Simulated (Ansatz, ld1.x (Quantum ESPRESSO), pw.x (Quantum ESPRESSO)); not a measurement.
# Equation-of-state test of one TM potential (zirconium (Zr))

Zr, norm-conserving Troullier–Martins (Kleinman–Bylander form), made with ld1.x (Quantum ESPRESSO) 7.5 (PBE, scalar-relativistic). Core [Kr], reference 4d2.5 5s1.5 5p0. Waves: 5p (bound, empty): rc 3.00 bohr; 4d (bound): rc 1.65 bohr; 4f channel at 0.25 Ry: rc 3.55 bohr; 5s (bound): rc 3.25 bohr. Local part: the s channel. Core correction: none.

Atomic tests: cutoffs needed: 30 Ry and 40 Ry (the cutoffs (Ry, on a coarse ladder) from which the occupation-weighted sum of valence levels, in a spherical-Bessel basis at the reference potential, stays within 10 and 1 mRy of its value at 400 Ry); ghost test: no extra level below or beside the all-electron valence levels (p, d, f, s tested) (spherical-Bessel basis up to 400 Ry, 20 bohr box); largest excitation error: +109 meV (all-electron minus pseudo) for 4d2 5s0 5p0, out of 7 test configurations.

Crystal test: bcc Zr in pw.x 7.5, no spin, 13³ k-points, Fermi–Dirac smearing 0.01 Ry, cutoffs 50/200 Ry. The reference is all-electron LAPW (Ansatz 0.2.0) with the same functional, mesh and smearing; V0 and B0 come from Birch–Murnaghan fits to the pressures at five volumes. Errors are pseudo minus all-electron; Δ is the rms difference of the E(V) curves that follow from these fits, minima aligned, over ±6 % about the mean V0. Mesh and smearing are coarse, so the numbers serve the comparison and aren't converged zero-temperature values; the lattice is a test structure that the element need not adopt.

| V (Å³/atom) | P all-electron (GPa) | P pseudo (GPa) |
| --- | --- | --- |
| 21.920 | 4.41 | 9.09 |
| 22.497 | 1.91 | 6.38 |
| 23.074 | -0.34 | 3.94 |
| 23.651 | -2.37 | 1.72 |
| 24.228 | -4.19 | -0.29 |

All-electron: a0 = 3.582 Å (V0 = 22.98 Å³/atom), B0 = 86.4 GPa.

Pseudopotential: mean pressure error (GPa): +4.28; a0 (Å): 3.641; a0 error (%): +1.65; B0 error (%): -5.9; Δ (meV/atom): 21.1. The largest radius (3.55 bohr) exceeds half the bond length (2.93 bohr), so the spheres overlap, which is one possible source of error among others. This is a poor potential for the solid.

Question: At the middle volume, how do free energy and pressure move when the wave cutoff is lowered (ecutrho kept at four times it)?

Answer:

```json
{"cutoff (Ry)": "22", "shift of F (meV/atom)": "+674.7", "shift of P (GPa)": "-13.42"}
{"cutoff (Ry)": "30", "shift of F (meV/atom)": "+109.7", "shift of P (GPa)": "-3.21"}
{"cutoff (Ry)": "40", "shift of F (meV/atom)": "+7.8", "shift of P (GPa)": "-0.39"}
```

Input at the middle volume:

```
&control
  calculation='scf', prefix='x', pseudo_dir='./', outdir='./tmp', tstress=.true., disk_io='none'
/
&system
  ibrav=0, nat=1, ntyp=1, ecutwfc=50, ecutrho=200, nbnd=9,
  occupations='smearing', smearing='fd', degauss=0.01
/
&electrons
  conv_thr=1e-09, mixing_beta=0.4, electron_maxstep=70
/
ATOMIC_SPECIES
Zr 1.0 Zr.UPF
CELL_PARAMETERS angstrom
  -1.79344322 1.79344322 1.79344322
  1.79344322 -1.79344322 1.79344322
  1.79344322 1.79344322 -1.79344322
ATOMIC_POSITIONS crystal
Zr 0.0000 0.0000 0.0000
K_POINTS automatic
13 13 13 0 0 0
```

```bash
pw.x < Zr.scf.in > Zr.scf.out
```

Lines of the output:

```
Message from routine setup:
     using ibrav=0 with symmetry is DISCOURAGED, use correct ibrav instead
     lattice parameter (alat)  =       5.8701  a.u.
     unit-cell volume          =     155.7111 (a.u.)^3
     number of electrons       =         4.00
     number of Kohn-Sham states=            9
     kinetic-energy cutoff     =      50.0000  Ry
     charge density cutoff     =     200.0000  Ry
     scf convergence threshold =      1.0E-09
     Exchange-correlation= PBE
     number of k points=    84  Fermi-Dirac smearing, width (Ry)=  0.0100
     iteration #  1     ecut=    50.00 Ry     beta= 0.40
     total energy              =      -6.03813893 Ry
     estimated scf accuracy    <       0.02134769 Ry
     iteration #  2     ecut=    50.00 Ry     beta= 0.40
     total energy              =      -6.03664378 Ry
     estimated scf accuracy    <       0.00485555 Ry
     iteration #  3     ecut=    50.00 Ry     beta= 0.40
     total energy              =      -6.03717893 Ry
     estimated scf accuracy    <       0.00001741 Ry
     iteration #  4     ecut=    50.00 Ry     beta= 0.40
     total energy              =      -6.03720200 Ry
     estimated scf accuracy    <       0.00000712 Ry
     iteration #  5     ecut=    50.00 Ry     beta= 0.40
     total energy              =      -6.03720301 Ry
     estimated scf accuracy    <       0.00000093 Ry
     iteration #  6     ecut=    50.00 Ry     beta= 0.40
     total energy              =      -6.03720313 Ry
     estimated scf accuracy    <       0.00000002 Ry
     iteration #  7     ecut=    50.00 Ry     beta= 0.40
     the Fermi energy is     8.0814 ev
!    total energy              =      -6.03720314 Ry
     estimated scf accuracy    <          2.9E-10 Ry
     smearing contrib. (-TS)   =      -0.00865098 Ry
     The total energy is F=E-TS. E is the sum of the following terms:
     one-electron contribution =       4.64954527 Ry
     hartree contribution      =       0.03796157 Ry
     xc contribution           =      -2.12565859 Ry
     ewald contribution        =      -8.59040042 Ry
     convergence has been achieved in   7 iterations
          total   stress  (Ry/bohr**3)                   (kbar)     P=       39.38
     Message from routine punch:
     Nothing written, as per user request (disk_io='none')
```

The run at the middle volume (84 k-points, 7 iterations) took about 9.9 s on one core of a shared host (Neoverse-V1, 32 threads, 247 GiB, load 22).
